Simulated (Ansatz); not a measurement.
## All-electron card of Te

```
Te
1.0
     4.44693    0.00000    0.00000
    -2.22346    3.85115    0.00000
     0.00000    0.00000    5.91492
Te
3
Direct
  0.26900 0.00000 0.16667
  0.00000 0.26900 0.83333
  0.73100 0.73100 0.50000
```

Atom numbers follow the list: Te1, Te2, Te3.

The conventional cell has a = 4.447 Å, b = 4.447 Å, c = 5.915 Å, α = 90.00°, β = 90.00°, γ = 120.00°. Te (atom 1) has 2 Te at 2.86 Å as nearest neighbours.

The cell is COD entry 9008580, as deposited and not checked against the literature; nothing was relaxed.

Spin–orbit coupling is left out, though it moves levels of the heavy atoms by tenths of an eV or more.

These are results of DFT, PBE, all-electron LAPW, scalar-relativistic (Ansatz 0.2.0), not measurements.

Settings: a Γ-centred 10×10×6 k mesh, Fermi–Dirac smearing of 0.05 eV, basis error target 1 meV/atom, no spin polarisation.

| Property | Result |
| --- | --- |
| Band gap | 0.18 eV (so small a gap may close at points that the mesh and path miss) |
| Volume per atom | 33.77 Å³ |

Problem. Predict this quantity. Pressure at this cell.

Solution. 1.69 GPa.

Problem. Give the computed value. Largest force.

Solution. 0.0066 Ry/bohr on Te2.

Problem. Predict this quantity. Stress xx, yy, zz (compression positive).

Solution. 1.52, 1.52, 2.05 GPa.
